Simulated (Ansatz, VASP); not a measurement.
Two plane-wave programs on Rh

The input POSCAR:

```
Rh
1.0
    0.0000000000      1.8730267500      1.8730267500
    1.8730267500      0.0000000000      1.8730267500
    1.8730267500      1.8730267500      0.0000000000
Rh
1
Direct
    0.0000000000      0.0000000000      0.0000000000
```

File INCAR.step1:

```
SYSTEM = Rh
PREC = Accurate
ENCUT = 520
ISMEAR = 0
SIGMA = 0.15
LREAL = .FALSE.
LASPH = .TRUE.
NELM = 60
NBANDS = 14
GGA = PE
ALGO = Normal
EDIFF = 1E-4
LWAVE = .TRUE.
LCHARG = .FALSE.
```

INCAR.step2

```
SYSTEM = Rh
PREC = Accurate
ENCUT = 520
EDIFF = 1E-6
ISMEAR = 0
SIGMA = 0.15
LREAL = .FALSE.
LASPH = .TRUE.
NELM = 60
ALGO = Normal
ISIF = 2
LWAVE = .FALSE.
LCHARG = .FALSE.
METAGGA = R2SCAN
LMIXTAU = .TRUE.
NBANDS = 14
ISTART = 1
```

Contents of KPOINTS:

```
Automatic mesh
0
G
  22 22 22
  0 0 0
```

Input for Ansatz:

```yaml
crystal:
  lattice:
    - [0.0, 1.87302675, 1.87302675]
    - [1.87302675, 0.0, 1.87302675]
    - [1.87302675, 1.87302675, 0.0]
  atoms:
    - { symbol: Rh, position: [0.0, 0.0, 0.0] }
basis:
  ecutwfc: 500
kpoints:
  mp_grid: { grid: [22, 22, 22] }
hamiltonian:
  xc: r2scan
scf:
  occupations: { method: gaussian, width: 0.15 }
output:
  forces: true
  stress: true
  eigenvalues: true
```

Change from the starting cell: strain -0.015 along x and y, -0.015 along z, atoms carried along.

Alike in both runs: task single point; functional r2SCAN; k mesh 22 × 22 × 22; occupations gaussian, width 0.15 eV; no spin polarisation.

```csv
,VASP,Ansatz
version,VASP 6.6.1,Ansatz 0.2.0
potentials or method,"VASP PAW PBE potentials, release 64 (Rh_pv)","scalar-relativistic, plane waves, PAW"
plane-wave cutoff (eV),520,500
valence electrons in the cell,15,17
```

VASP gave:

```
gap on the k mesh at the Fermi level (eV) : none
pressure (GPa)                            : 15.1
```

Task: Estimate Ansatz's values.

Result: gap on the k mesh at the Fermi level (eV): none; pressure (GPa): 13.6.

A gap of «none» marks a metal or a gap that the smearing closes. The two sets of potentials don't hold the same shells in valence.

Caveats: so large a pressure means that the cell lies far from this level's equilibrium, or that cutoff or potentials fall short (VASP); the potentials were made for another functional, which shifts forces and pressure (VASP).
